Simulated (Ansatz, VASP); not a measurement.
WC in VASP and in Ansatz

```xyz
2
Lattice="0.0000 2.1898 2.1898 2.1898 0.0000 2.1898 2.1898 2.1898 0.0000" Properties=species:S:1:pos:R:3 pbc="T T T"
W     2.1898    2.1898    2.1898
C     0.0000    0.0000    0.0000
```

Alike in both runs: functional PBE; k mesh 16 × 16 × 16; occupations gaussian, width 0.1 eV; no spin polarisation.

Ansatz relaxed the structure, and its values are those at the end. VASP's run is a single point on that final structure, the one shown.

|  | VASP | Ansatz |
| --- | --- | --- |
| version | VASP 6.6.1 | Ansatz 0.2.0 |
| potentials or method | VASP PAW PBE potentials, release 64 (W_sv, C) | scalar-relativistic, plane waves, PAW |
| plane-wave cutoff (eV) | 520 | 420 |
| valence electrons in the cell | 18 | 18 |

|  | VASP | Ansatz | Ansatz less VASP |
| --- | --- | --- | --- |
| gap on the k mesh at the Fermi level (eV) | none | none | - |
| pressure (GPa) | 1.0 | 0.1 | -0.90 |

A gap of «none» marks a metal or a gap that the smearing closes. With one functional, cell and mesh, what is left measures potentials, basis and numerics.

Spin-orbit coupling is left out, which matters for the levels of W.
